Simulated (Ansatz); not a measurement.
## A failed many-body run on ZnSe (Stilleite)

What is wrong with this input for ZnSe (Stilleite)?

Method: G0W0 on PBE, plane waves, PAW, in Ansatz 0.2.0.

## (1) Starting point

It takes space group F-43m (No. 216, cubic). Conventional cell: a = 5.668 Å, b = 5.668 Å, c = 5.668 Å, α = 90.00°, β = 90.00°, γ = 90.00°. Nearest to Zn lie 4 Se at 2.45 Å. Nearest to Se lie 4 Zn at 2.45 Å. Farther neighbours and most contacts between anions are not listed.

Coordinates:

```cif
data_structure
_symmetry_space_group_name_H-M 'P 1'
_symmetry_Int_Tables_number 1
_cell_length_a 4.0076
_cell_length_b 4.0076
_cell_length_c 4.0076
_cell_angle_alpha 60.000
_cell_angle_beta 60.000
_cell_angle_gamma 60.000
_cell_volume 45.51
loop_
_atom_site_label
_atom_site_type_symbol
_atom_site_fract_x
_atom_site_fract_y
_atom_site_fract_z
_atom_site_occupancy
Zn1 Zn 0.00000 0.00000 0.00000 1
Se2 Se 0.25000 0.25000 0.25000 1
```

The cell and positions come from the Crystallography Open Database and are kept as given unless a step says otherwise. The default PAW set here is soft_1. Its files were made with PBE.

## (2) First try

Input file input.yaml:

```yaml
crystal:
  lattice:
    - [0.0, 2.8338, 2.8338]
    - [2.8338, 0.0, 2.8338]
    - [2.8338, 2.8338, 0.0]
  atoms:
    - { symbol: Zn, position: [0.0, 0.0, 0.0] }
    - { symbol: Se, position: [0.25, 0.25, 0.25] }
kpoints:
  mp_grid: { grid: [4, 4, 4] }
hamiltonian:
  xc: pbe
  pseudopotentials: { kind: paw, azcp: { folder: "./paw" } }
scf:
  occupations: { method: fixed }
gw:
  n_empty_bands: 48
  ecut_chi: 60
  qp_bands: [v2, c2]
  qp_kpoints: [[0.137, 0.291, 0]]
  screening: { model: contour_deformation }
```

Started as:

```
> ansatz run input.yaml --threads 3 --pin off --max-ram 92160MiB --backend cpu --events-out ev --progress --plain --runs-dir out
```

Numbers of over 12 decimals in the logs are rounded to 6 here.

Output:

```text
Error: invalid value for `gw.qp_kpoints`: the listed point [0.137, 0.291, 0.0] is no point of the k-mesh [4, 4, 4] (kpoints.mp_grid); the nearest is [0.25, 0.25, 0.0]
```

Elapsed: 0.08 s, on 3 threads of AMD EPYC 7R13 (Zen 3), shared host; peak memory 0.099 GiB.

Q: What is the fault?

The program refused the input before any cycle.

The program's message: “Error: invalid value for `gw.qp_kpoints`: the listed point [0.137, 0.291, 0.0] is no point of the k-mesh [4, 4, 4] (kpoints.mp_grid); the nearest is [0.25, 0.25, 0.0]”

The fault: point off the mesh. Quasiparticle levels are computed on points of the mesh alone.

## (3) A better input

G0W0 replaces the xc potential by the self-energy, built once from these orbitals. Only a window of levels is corrected, while the sums run over the empty bands that the input names.

Edit input.yaml of step 2 so:

```diff
@@ -9,3 +9,3 @@
 kpoints:
-  mp_grid: { grid: [4, 4, 4] }
+  mp_grid: { grid: [6, 6, 6] }
 hamiltonian:
@@ -19,3 +19,3 @@
   qp_bands: [v2, c2]
-  qp_kpoints: [[0.137, 0.291, 0]]
+  qp_kpoints: band_edges
   screening: { model: contour_deformation }
```

Started as:

```
> ansatz run input.yaml --threads 3 --pin off --max-ram 92160MiB --backend cuda --events-out ev --progress --plain --runs-dir out --devices 1 --max-vram 13GiB
```

Output:

```text
GPUs: using 1 of 1 available (devices: 1).
[...]
device memory: the entry about to start is reckoned to put 0.5 GiB on a device that reports 63.6 GiB free (of which the cap on the GPU budget leaves the run 13.0 GiB)
GPU FFT provider: cuFFT
GPU libraries: cuBLAS 13.8.2, cuFFT 12.4.0, cuSOLVER 12.3.4
Crystal: 2 atoms, lattice volume = 45.513 Å³
Basis set: ecut = 420 eV, 893 PW (Γ)
Bands: 18, of which v1, the nominal top of the filled ones, is band 14 counted from 1 (13 counted from 0)
Symmetry: 24 space group operations
[...]
k-points: 16 of 216 (time reversal used)
[...]
GPU buffer pool allocated for 19683 grid points (all kernels)
GPU transforms: local potential and band sums: pruned to the plane-wave sphere, on 25×27×27
[...]
SCF iter   1: F=—  HF=-8789.866734 eV  |F-HF|=—  |Δ(HF+E_count)|=         —  Δρ=6.16e-2  dr2=1.05e0  ethr=3.10e-3  ⟨swp⟩=4.5  Hψ=1409  notcnv=0  defer=24
[...]
0    13      6.5448   -21.8076     2.4115   -18.8852  0.7678     6.0273     6.0339  root
     0    14      6.5448   -21.8076     2.4115   -18.8852  0.7678     6.0273     6.0339  root
     0    15      7.8279    -9.8091    -3.3815   -13.8307  0.7924     8.4784     8.4681  root
     0    16     12.3510    -6.9755    -4.1559   -11.6489  0.7734    12.8764    12.8685  root
     1    13      6.2920   -21.3509     2.4472   -18.3763  0.7661     5.7574     5.7648  root
     1    14      6.2920   -21.3509     2.4472   -18.3763  0.7661     5.7574     5.7648  root
     1    15      9.0899   -10.0160    -3.4440   -14.0974  0.7857     9.7382     9.7273  root
     1    16     12.4158    -7.6970    -4.1113   -12.3082  0.7713    12.9237    12.9158  root
[...]
12    13      4.3580   -18.3308     2.8107   -14.9110  0.7467     3.7364     3.7489  root
    12    14      4.3580   -18.3308     2.8107   -14.9110  0.7467     3.7364     3.7489  root
    12    15      9.5320    -7.0757    -3.4552   -10.6440  0.7956     9.6453     9.6450  root
    12    16     10.0068    -9.0050    -3.6094   -13.0760  0.7858    10.4737    10.4684  root
[key lines of the parts left out:]
SCF converged after 8 iterations
Free energy (F): -8789.532596 eV
Fermi energy:    6.544767 eV
```

Elapsed: 20 s, on 1 × NVIDIA H100 80GB HBM3 (shared by 6 runs) with 3 threads; peak memory 1 GiB.

The column dr2 measures how far the density is from self-consistency, as an energy; F and HF (Harris–Foulkes) agree once it is small.

This step gave:

| Property | Result |
| --- | --- |
| bands summed | 62 |
| RPA ε∞ on this mesh (eigenvalues) | 8.525, 8.525, 8.525 |
| plane waves in the screening matrix | 59 |
| q-points in the mesh | 216 |
| G0W0 gap on the mesh | 2.434 eV |
| k of the valence top | 0, 0, 0 |
| k of the conduction bottom | 0, 0, 0 |
| starting gap on the mesh | 1.283 eV |
| Z at the valence top | 0.7678 |
| Z at the conduction bottom | 0.7924 |
| least direct G0W0 gap on the computed points | 2.434 eV |

The gap on the mesh goes from 1.28 eV to 2.43 eV, a correction of +1.15 eV. Between the two edge states, bare exchange in place of the xc potential would open the gap by 6.94 eV, and correlation takes back 5.79 eV.

## (4) Results

```yaml
first_try: refused after 0.08 s
better_run: G0W0 gap on the mesh 2.43 eV (6×6×6 mesh, 48 empty bands, screening to 60 eV)
```

What this shows: The second run differs in: mesh and points asked. Bands and cutoff are finite, so the gap is not at the basis limit. The miss can reach some tenths of an eV and take either sign; the mesh is an error of its own. The many-body steps are scalar-relativistic: spin-orbit coupling is not in them.

[Paths, hosts, dates, memory and timing lines, banners, echoed tables and standing remarks are left out of the program output.]

[Logs are printed without paths, hosts, clocks, repeated set-up lines and the standing remarks that a program may print on its own settings, such as how far it seeks lower states.]

[Runs of the session that timed out or met a known fault of the program may be left out.]

[Cells called generated may have been cut or substituted from an entry of the Crystallography Open Database or the Materials Project.]

[Hosts, paths, dates, database ids (printed as entryN), source tags and the programs' standing remarks are cut or masked in the printed files.]
